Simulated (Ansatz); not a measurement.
# KBr: the cost of one run

Program: Ansatz 0.2.0. Level of theory: DFT PBE, scalar-relativistic, plane waves, PAW. These are calculated values, not measurements.

The COD entry's cell or inner coordinates are ideal or old and differ from later refinements, so a difference from it is no clean test against experiment.

1 further run of the same task is left out (set aside as unsound or not needed).

## (1) The system as given

It takes space group Fm-3m (No. 225, cubic). Conventional cell: a = 6.585 Å, b = 6.585 Å, c = 6.585 Å, α = 90.00°, β = 90.00°, γ = 90.00°. K (site symmetry m-3m) has 6 Br at 3.29 Å as nearest neighbours. Br (site symmetry m-3m) has 6 K at 3.29 Å as nearest neighbours.

As a file:

```cif
data_structure
_symmetry_space_group_name_H-M 'P 1'
_symmetry_Int_Tables_number 1
_cell_length_a 4.6563
_cell_length_b 4.6563
_cell_length_c 4.6563
_cell_angle_alpha 60.000
_cell_angle_beta 60.000
_cell_angle_gamma 60.000
_cell_volume 71.39
loop_
_atom_site_label
_atom_site_type_symbol
_atom_site_fract_x
_atom_site_fract_y
_atom_site_fract_z
_atom_site_occupancy
K1 K 0.00000 0.00000 0.00000 1
Br1 Br 0.50000 0.50000 0.50000 1
```

The structure comes from the Crystallography Open Database.

## (2) A change within the space group

What differs from the listed cell: strain xx, yy, zz, yz, xz, xy = -0.4, -0.4, -0.4, +0.0, +0.0, +0.0 %.

The input, input.yaml:

```yaml
crystal:
  lattice:
    - [0.0, 3.28018605, 3.28018605]
    - [3.28018605, 0.0, 3.28018605]
    - [3.28018605, 3.28018605, 0.0]
  atoms:
    - { symbol: K, position: [0.0, 0.0, 0.0] }
    - { symbol: Br, position: [0.5, 0.5, 0.5] }
basis:
  ecutwfc: 420
kpoints:
  mp_grid: { grid: [6, 6, 6] }
hamiltonian:
  xc: pbe
scf:
  occupations: { method: gaussian, width: 0.02 }
output:
  forces: true
  stress: true
  eigenvalues: true
```

Started as:

```console
> ansatz run input.yaml --threads 1 --pin off --max-ram 1331MiB --backend cpu --events-out ev --progress --plain --runs-dir out
```

**Question.** How long does this run take on 1 thread of an x86-64 CPU, shared host, and how much memory does it need?

About 2.3 s, with a peak of 0.31 GiB.
